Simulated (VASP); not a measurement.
# MnS (R-3m) in VASP: reference runs

Reference runs on MnS: the cell as given and a disturbed copy.

Everything below comes from runs of VASP 6.6.1. Logs are shortened: lines on timing, memory, paths and dates and some standing lists are left out, and cuts for length are marked.

## (1) The crystal as given

It takes space group R-3m (No. 166, trigonal). Conventional cell: a = 3.660 Å, b = 3.660 Å, c = 8.913 Å, α = 90.00°, β = 90.00°, γ = 120.00°. Mn (site symmetry -3m) is surrounded by 6 S at 2.58 Å. S (site symmetry -3m) has 6 Mn at 2.58 Å as nearest neighbours.

The cell is a database's computed one.

## (2) Single point, PBE, collinear spin, ferromagnetic start

Contents of INCAR:

```
SYSTEM = MnS
PREC = Accurate
ENCUT = 520
EDIFF = 1E-7
ISMEAR = -1
SIGMA = 0.05
LREAL = .False.
LASPH = .True.
NELM = 100
ALGO = Normal
ISIF = 2
LWAVE = .False.
LCHARG = .False.
ISPIN = 2
MAGMOM = 4 0
LORBIT = 11
LMAXMIX = 4
GGA = PE
NBANDS = 20
```

Contents of KPOINTS:

```
Automatic mesh
0
Gamma
  9 9 9
  0 0 0
```

Contents of POSCAR:

```
MnS
1.0
    1.8299960138      1.0565486912      2.9709202777
   -1.8299960138      1.0565486912      2.9709202777
    0.0000000000     -2.1130973823      2.9709202777
Mn S
1 1
Direct
    0.0000000000      0.0000000000      0.0000000000
    0.5000000000      0.5000000000      0.5000000000
```

Potentials or basis: VASP PAW PBE potentials, release 64 (Mn_pv, S).

Run with:

```console
cat potpaw_PBE.64/Mn_pv/POTCAR potpaw_PBE.64/S/POTCAR > POTCAR
mpirun -np 1 vasp_std > vasp.out
```

OUTCAR:

```text
SYSTEM = MnS
   PREC = Accurate
   ENCUT = 520
   EDIFF = 1E-7
   ISMEAR = -1
   LREAL = .False.
   LASPH = .True.
   NELM = 100
   ISIF = 2
   ISPIN = 2
   LORBIT = 11
   GGA = PE

 ion  position               nearest neighbor table
   1  0.000  0.000  0.000-   2 2.58   2 2.58   2 2.58   2 2.58   2 2.58   2 2.58
   2  0.500  0.500  0.500-   1 2.58   1 2.58   1 2.58   1 2.58   1 2.58   1 2.58

  LATTYP: Found a trigonal (rhomboedric) cell.
 ALAT       =     3.6457575130
 COS(alpha) =     0.4960879726

  Lattice vectors:

 A1 = (   1.8299960138,   1.0565486912,   2.9709202777)
 A2 = (  -1.8299960138,   1.0565486912,   2.9709202777)
 A3 = (   0.0000000000,  -2.1130973823,   2.9709202777)

Analysis of symmetry for initial positions (statically):
=====================================================================
 Subroutine PRICEL returns:
 Original cell was already a primitive cell.

 Routine SETGRP: Setting up the symmetry group for a
 trigonal (rhombohedral) supercell.

 Subroutine GETGRP returns: Found 12 space group operations
 (whereof 12 operations were pure point group operations)
 out of a pool of 12 trial point group operations.

The static configuration has the point symmetry D_3d.

Analysis of symmetry for dynamics (positions and initial velocities):
=====================================================================
 Subroutine PRICEL returns:
 Original cell was already a primitive cell.

 Routine SETGRP: Setting up the symmetry group for a
 trigonal (rhombohedral) supercell.

 Subroutine GETGRP returns: Found 12 space group operations
 (whereof 12 operations were pure point group operations)
 out of a pool of 12 trial point group operations.

The dynamic configuration has the point symmetry D_3d.

Analysis of structural, dynamic, and magnetic symmetry:
=====================================================================
 Subroutine PRICEL returns:
 Original cell was already a primitive cell.

 Routine SETGRP: Setting up the symmetry group for a
 trigonal (rhombohedral) supercell.

 Subroutine GETGRP returns: Found 12 space group operations
 (whereof 12 operations were pure point group operations)
 out of a pool of 12 trial point group operations.

The overall configuration has the point symmetry D_3d.

 Subroutine INISYM returns: Found 12 space group operations
 (whereof 12 operations are pure point group operations),
 and found     1 'primitive' translations

----------------------------------------------------------------------------------------

                                     Primitive cell

  volume of cell :      34.4653

  direct lattice vectors                    reciprocal lattice vectors
     1.829996014  1.056548691  2.970920278     0.273224639  0.157746319  0.112198680
    -1.829996014  1.056548691  2.970920278    -0.273224639  0.157746319  0.112198680
     0.000000000 -2.113097382  2.970920278     0.000000000 -0.315492638  0.112198680

  length of vectors
     3.645757513  3.645757513  3.645757513     0.334849441  0.334849441  0.334849441

  position of ions in fractional coordinates (direct lattice)
     0.000000000  0.000000000  0.000000000
     0.500000000  0.500000000  0.500000000

  ion indices of the primitive-cell ions
   primitive index   ion index
                 1           1
                 2           2

----------------------------------------------------------------------------------------

 KPOINTS: Automatic mesh

Automatic generation of k-mesh.
 Grid dimensions read from file:
 generate k-points for:    9    9    9

 Generating k-lattice:

  Cartesian coordinates                     Fractional coordinates (reciprocal lattice)
     0.030358293  0.017527369  0.012466520     0.111111111  0.000000000  0.000000000
    -0.030358293  0.017527369  0.012466520     0.000000000  0.111111111  0.000000000
     0.000000000 -0.035054738  0.012466520     0.000000000  0.000000000  0.111111111

  Length of vectors
     0.037205493  0.037205493  0.037205493

  Shift w.r.t. Gamma in fractional coordinates (k-lattice)
     0.000000000  0.000000000  0.000000000

 Subroutine IBZKPT returns following result:
 ===========================================

 Found     85 irreducible k-points:

 Following reciprocal coordinates:
            Coordinates               Weight
  0.000000  0.000000  0.000000      1.000000
  0.111111 -0.000000 -0.000000      6.000000
  0.222222  0.000000 -0.000000      6.000000
  0.333333 -0.000000 -0.000000      6.000000
  0.444444  0.000000 -0.000000      6.000000
  0.111111  0.111111 -0.000000      6.000000
[... 42 lines left out ...]
 -0.333333  0.444444  0.111111     12.000000
 -0.222222  0.444444  0.111111     12.000000
 [... further k-points ...]
   k-points           NKPTS =     85   k-points in BZ     NKDIM =     85   number of bands    NBANDS=     20
   number of dos      NEDOS =    301   number of ions     NIONS =      2
   total plane-waves  NPLWV =  21952
   dimension x,y,z NGX =    28 NGY =   28 NGZ =   28
   dimension x,y,z NGXF=    56 NGYF=   56 NGZF=   56
   ions per type =               1   1
   NGX,Y,Z   is equivalent  to a cutoff of  12.77, 12.77, 12.77 a.u.
   NGXF,Y,Z  is equivalent  to a cutoff of  25.54, 25.54, 25.54 a.u.
 SYSTEM =  MnS
   PREC   = accura    normal or accurate (medium, high low for compatibility)
   ISTART =      0    job   : 0-new  1-cont  2-samecut
   ICHARG =      2    charge: 1-file 2-atom 10-const
   ISPIN  =      2    spin polarized calculation?
   LNONCOLLINEAR =      F non collinear calculations
   LSORBIT =      F    spin-orbit coupling
   LASPH  =      T    aspherical Exc in radial PAW
   ENCUT  =  520.0 eV  38.22 Ry    6.18 a.u.   6.78  6.78  6.78*2*pi/ulx,y,z
   NELM   =    100;   NELMIN=  2; NELMDL= -5     # of ELM steps
   EDIFF  = 0.1E-06   stopping-criterion for ELM
   LREAL  =      F    real-space projection
   EDIFFG = 0.1E-05   stopping-criterion for IOM
   NSW    =      0    number of steps for IOM
   IBRION =     -1    ionic relax: 0-MD 1-quasi-New 2-CG
   NFREE  =      0    steps in history (QN), initial steepest desc. (CG)
   ISIF   =      2    stress and relaxation
   ISYM   =      2    0-nonsym 1-usesym 2-fastsym
   POTIM  = 0.5000    time-step for ionic-motion
   TEBEG  =    0.0;   TEEND  =   0.0 temperature during run
   PSTRESS=    0.0 pullay stress
   NELECT =      19.0000    total number of electrons
   NUPDOWN=      -1.0000    fix difference up-down
   EMIN   =  10.00;   EMAX   =-10.00  energy-range for DOS
   EFERMI =   0.00;   METHOD = LEGACY
   ISMEAR =    -1;   SIGMA  =   0.05  broadening in eV -4-tet -1-fermi 0-gaus
   EFERMI_NEDOS =   21; number of points for ismear=-14 and -15
   IALGO  =     38    algorithm
   IMIX   =      4    mixing-type and parameters
     AMIX     =   0.40;   BMIX     =  1.00
     AMIX_MAG =   1.60;   BMIX_MAG =  1.00
  volume/ion in A,a.u.               =      17.23       116.29
  Fermi-wavevector in a.u.,A,eV,Ry     =   1.342349  2.536672 24.516344  1.801900
  Thomas-Fermi vector in A             =   2.470510
   LORBIT       =     11    0 simple, 1 ext, 2 COOP (PROOUT), +10 PAW based schemes
   GGA     = PE    functional components
   LHFCALC =     F    Hartree Fock is set to
   AEXX    =    0.0000 exact exchange contribution
   IVDW    =     0    specifies the selected vdW correction
   LEPSILON=     F    determine dielectric tensor
   LRPA    =     F    only Hartree local field effects (RPA)
 spin polarized calculation
  energy-cutoff  :      520.00
  volume of cell :       34.47
 maximum number of plane-waves:       944
   NGX = 13   NGY = 13   NGZ = 13

 number of electron      18.9999995 magnetization       4.6571904

 Free energy of the ion-electron system (eV)
  ---------------------------------------------------
  ext. energy  EPLUGINS =         0.00000000
  ---------------------------------------------------
  free energy    TOTEN  =       -14.08150674 eV

  energy without entropy =      -14.07419273  energy(sigma->0) =      -14.07784974

 E-fermi :   6.9274     XC(G=0): -10.7671

 val. band max:        6.8981970431   @ k =   0.3333  -0.0000  -0.0000
 cond. band min:       6.9612769372   @ k =   0.3333   0.2222   0.2222
 fundamental gap:      0.0630798941
 Fermi energy:         6.9274490342

 spin component 1

 k-point     1 :       0.0000    0.0000    0.0000
  band No.  band energies     occupation
      1     -43.7462      1.00000
      2     -43.7461      1.00000
      3     -43.7461      1.00000
      4      -7.8340      1.00000
      5       3.5261      1.00000
      6       3.5261      1.00000
[... 12 lines left out ...]
     19      18.8115      0.00000
     20      19.3065      0.00000
[... 875 lines left out ...]
 k-point    40 :      -0.1111    0.2222    0.1111
  band No.  band energies     occupation
      1     -43.7506      1.00000
      2     -43.7481      1.00000
      3     -43.7472      1.00000
      4      -7.0826      1.00000
      5       1.3999      1.00000
      6       2.5760      1.00000
[... 12 lines left out ...]
     19      21.0287      0.00000
     20      22.2340      0.00000

 [... further k-points ...]

 spin component 2

 k-point     1 :       0.0000    0.0000    0.0000
  band No.  band energies     occupation
      1     -39.2636      1.00000
      2     -39.2630      1.00000
      3     -39.2630      1.00000
      4      -7.5396      1.00000
      5       5.2113      1.00000
      6       5.2113      1.00000
[... 12 lines left out ...]
     19      19.8589      0.00000
     20      21.0008      0.00000
[... 875 lines left out ...]
 k-point    40 :      -0.1111    0.2222    0.1111
  band No.  band energies     occupation
      1     -39.2692      1.00000
      2     -39.2658      1.00000
      3     -39.2646      1.00000
      4      -6.8196      1.00000
      5       2.2626      1.00000
      6       3.8319      1.00000
[... 12 lines left out ...]
     19      21.9665      0.00000
     20      23.4649      0.00000

 [... further k-points ...]

------------------------ aborting loop because EDIFF is reached ----------------------------------------

  FORCE on cell =-STRESS in cart. coord.  units (eV):
  Direction    XX          YY          ZZ          XY          YZ          ZX
  --------------------------------------------------------------------------------------
  -------------------------------------------------------------------------------------
  Total       -0.3701928     -0.3701928     -0.2721877      0.0000000     -0.0000000      0.0000000
  in kB      -17.2090404    -17.2090404    -12.6531053      0.0000000     -0.0000000      0.0000000
  external PRESSURE =     -15.6903953 kB  Pullay stress =       0.0000000 kB

 VOLUME and BASIS-vectors are now :
 -----------------------------------------------------------------------------
  energy-cutoff  :      520.00
  volume of cell :       34.47
      direct lattice vectors                 reciprocal lattice vectors
     1.829996014  1.056548691  2.970920278     0.273224639  0.157746319  0.112198680
    -1.829996014  1.056548691  2.970920278    -0.273224639  0.157746319  0.112198680
     0.000000000 -2.113097382  2.970920278     0.000000000 -0.315492638  0.112198680

 POSITION                                       TOTAL-FORCE (eV/Angst)
 -----------------------------------------------------------------------------------
      0.00000      0.00000      0.00000         0.000000      0.000000      0.000000
      0.00000      0.00000      4.45638        -0.000000      0.000000      0.000000
 -----------------------------------------------------------------------------------
    total drift:                                0.000000      0.000000      0.000000

  FREE ENERGIE OF THE ION-ELECTRON SYSTEM (eV)
  ---------------------------------------------------
  free  energy   TOTEN  =       -14.0815067426 eV

  energy  without entropy=      -14.0741927349  energy(sigma->0) =      -14.07784974

 total charge

# of ion       s       p       d       tot
------------------------------------------
    1        0.219   6.170   4.940  11.329
    2        1.328   2.406   0.000   3.733
--------------------------------------------------
tot          1.547   8.576   4.940  15.062

 magnetization (x)

# of ion       s       p       d       tot
------------------------------------------
    1        0.052   0.040   4.124   4.216
    2        0.027   0.075   0.000   0.102
--------------------------------------------------
tot          0.079   0.115   4.124   4.318
```

Wall time 63 s (1 thread of Intel Xeon Platinum 8559C (Emerald Rapids), shared host); peak memory 0.22 GiB.

Results:

```yaml
Free_energy: -14.0815 eV
Pressure: -1.6 GPa
Band_gap_on_the_k_mesh: none (metal or under the smearing width)
Net_moment: 4.66 μB per cell
Site_moments: Mn +4.22; S +0.10 μB
Valence_electrons_inside_the_program's_atomic_spheres: Mn 11.33; S 3.73
```

Levels at points of the mesh, in eV from the Fermi level:
Spin up:
```
           k point  band 8  band 9  band 10  band 11  band 12  band 13  band 14  band 15  band 16  band 17
(0.00, 0.00, 0.00)   -3.30   -3.30    -1.93    -1.93    -1.88     1.89     8.61     8.61     8.69    10.64
```
Spin down:
| k point | band 5 | band 6 | band 7 | band 8 | band 9 | band 10 |
| --- | --- | --- | --- | --- | --- | --- |
| (0.00, 0.00, 0.00) | -1.72 | -1.72 | -1.67 | 0.23 | 0.23 | 0.26 |

Caveat: a cell with one magnetic atom can't hold antiferromagnetic order, which such compounds often take; semilocal functionals often make such compounds metallic where correlation or magnetic order opens a gap, which also shifts bond lengths. With open d or f shells a metallic result of PBE can be an artefact of self-interaction; +U or a hybrid may open a gap.

## (3) Single point, PBE, collinear spin, ferromagnetic start (atoms moved at random, drawn with an rms of 0.05 Å)

Contents of INCAR:

```
PREC     = Accurate       # precision mode
ENCUT    = 520            # plane-wave cutoff, eV
EDIFF    = 1E-7           # SCF threshold, eV
ISMEAR   = -1             # smearing method
SIGMA    = 0.05           # smearing width, eV
LREAL    = False          # projectors in reciprocal space
LASPH    = True           # aspherical terms in the spheres
NELM     = 120            # most SCF steps
ALGO     = Normal         # electronic algorithm
ISIF     = 2              # what is computed and relaxed
LWAVE    = False          # write WAVECAR
LCHARG   = True           # write CHGCAR
ISPIN    = 2              # spin polarisation
MAGMOM   = 4 0            # initial moments
LORBIT   = 11             # projections on sites
LMAXMIX  = 4              # l up to which the mixer works
GGA      = PE             # functional
LELF     = True           # ELF
LVHAR    = True         
NBANDS   = 20             # bands
```

Contents of KPOINTS:

```
Automatic mesh
0
Gamma
  9 9 9
```

Contents of POSCAR:

```
MnS
1.0
    1.8299960138      1.0565486912      2.9709202777
   -1.8299960138      1.0565486912      2.9709202777
    0.0000000000     -2.1130973823      2.9709202777
Mn S
1 1
Direct
    0.0004430000      0.0092010000      0.0063080000
    0.5063180000      0.4882590000      0.4930600000
```

Potentials or basis: VASP PAW PBE potentials, release 64 (Mn_pv, S).

Run with:

```console
cat potpaw_PBE.64/Mn_pv/POTCAR potpaw_PBE.64/S/POTCAR > POTCAR
mpirun -np 1 vasp_std > vasp.out
```

OUTCAR:

```text
PREC = Accurate
   ENCUT = 520
   EDIFF = 1E-7
   ISMEAR = -1
   LREAL = False
   LASPH = True
   NELM = 120
   ISIF = 2
   ISPIN = 2
   LORBIT = 11
   GGA = PE

 ion  position               nearest neighbor table
   1  0.000  0.009  0.006-   2 2.50   2 2.55   2 2.57   2 2.60   2 2.62   2 2.67
   2  0.506  0.488  0.493-   1 2.50   1 2.55   1 2.57   1 2.60   1 2.62   1 2.67

  LATTYP: Found a trigonal (rhomboedric) cell.
 ALAT       =     3.6457575130
 COS(alpha) =     0.4960879726

  Lattice vectors:

 A1 = (   1.8299960138,   1.0565486912,   2.9709202777)
 A2 = (  -1.8299960138,   1.0565486912,   2.9709202777)
[... 2080 lines left out ...]

 VOLUME and BASIS-vectors are now :
 -----------------------------------------------------------------------------
  energy-cutoff  :      520.00
  volume of cell :       34.47
      direct lattice vectors                 reciprocal lattice vectors
     1.829996014  1.056548691  2.970920278     0.273224639  0.157746319  0.112198680
    -1.829996014  1.056548691  2.970920278    -0.273224639  0.157746319  0.112198680
     0.000000000 -2.113097382  2.970920278     0.000000000 -0.315492638  0.112198680

 POSITION                                       TOTAL-FORCE (eV/Angst)
 -----------------------------------------------------------------------------------
     -0.01603     -0.00314      0.04739         0.152046      0.040311     -0.250634
      0.03305      0.00894      4.41965        -0.152046     -0.040311      0.250634
 -----------------------------------------------------------------------------------
    total drift:                                0.000550     -0.000184      0.000071

  FREE ENERGIE OF THE ION-ELECTRON SYSTEM (eV)
  ---------------------------------------------------
  free  energy   TOTEN  =       -14.0672177092 eV

  energy  without entropy=      -14.0598541159  energy(sigma->0) =      -14.06353591

 total charge

# of ion       s       p       d       tot
------------------------------------------
    1        0.220   6.172   4.941  11.333
    2        1.328   2.407   0.000   3.735
--------------------------------------------------
tot          1.548   8.579   4.941  15.068

 magnetization (x)

# of ion       s       p       d       tot
------------------------------------------
    1        0.052   0.040   4.121   4.213
    2        0.027   0.075   0.000   0.102
--------------------------------------------------
tot          0.079   0.116   4.121   4.315
```

OSZICAR:

```text
N       E                     dE             d eps       ncg     rms          rms(c)
DAV:   1     0.153837963738E+03    0.15384E+03   -0.10011E+04 29212   0.101E+03
DAV:   2    -0.718009230161E+01   -0.16102E+03   -0.15143E+03 30564   0.287E+02
DAV:   3    -0.151065171932E+02   -0.79264E+01   -0.78286E+01 34036   0.685E+01
DAV:   4    -0.152013984343E+02   -0.94881E-01   -0.94815E-01 32804   0.767E+00
DAV:   5    -0.152027558790E+02   -0.13574E-02   -0.13574E-02 33212   0.964E-01    0.117E+01
DAV:   6    -0.141507000556E+02    0.10521E+01   -0.55767E+00 32632   0.278E+01    0.111E+01
DAV:   7    -0.140692633234E+02    0.81437E-01   -0.74710E-01 32192   0.115E+01    0.626E+00
DAV:   8    -0.140716137180E+02   -0.23504E-02   -0.33005E-02 32656   0.148E+00    0.341E+00
DAV:   9    -0.140658742382E+02    0.57395E-02   -0.15552E-02 31224   0.118E+00    0.415E-01
DAV:  10    -0.140671085743E+02   -0.12343E-02   -0.31838E-03 31164   0.456E-01    0.165E-01
DAV:  11    -0.140671533699E+02   -0.44796E-04   -0.41214E-04 32492   0.136E-01    0.119E-01
DAV:  12    -0.140671910190E+02   -0.37649E-04   -0.61545E-05 32816   0.722E-02    0.830E-02
DAV:  13    -0.140672091857E+02   -0.18167E-04   -0.10085E-05 31628   0.309E-02    0.501E-02
DAV:  14    -0.140672172299E+02   -0.80441E-05   -0.57925E-06 30700   0.187E-02    0.797E-03
DAV:  15    -0.140672177661E+02   -0.53625E-06   -0.41350E-07 33324   0.574E-03    0.196E-03
DAV:  16    -0.140672177092E+02    0.56929E-07   -0.59049E-08 19484   0.207E-03
   1 F= -.14067218E+02 E0= -.14063536E+02  d E =-.736359E-02  mag=     4.6579
```

It took 5.1 min on 1 thread of Intel Xeon Platinum 8559C (Emerald Rapids), shared host; peak memory 0.45 GiB.

Results:

- Free energy: -14.0672 eV
- Pressure: -1.2 GPa
- Largest force: 0.296 eV/Å
- Band gap on the k mesh: none (metal or under the smearing width)
- Net moment: 4.66 μB per cell
- Site moments: Mn +4.21; S +0.10 μB
- Valence electrons inside the program's atomic spheres: Mn 11.33; S 3.73

Forces in eV/Å, atoms in the order of the input:
```
Mn   0.152  0.040 -0.251
S   -0.152 -0.040  0.251
```

Caveat: a cell with one magnetic atom can't hold antiferromagnetic order, which such compounds often take; semilocal functionals often make such compounds metallic where correlation or magnetic order opens a gap, which also shifts bond lengths.
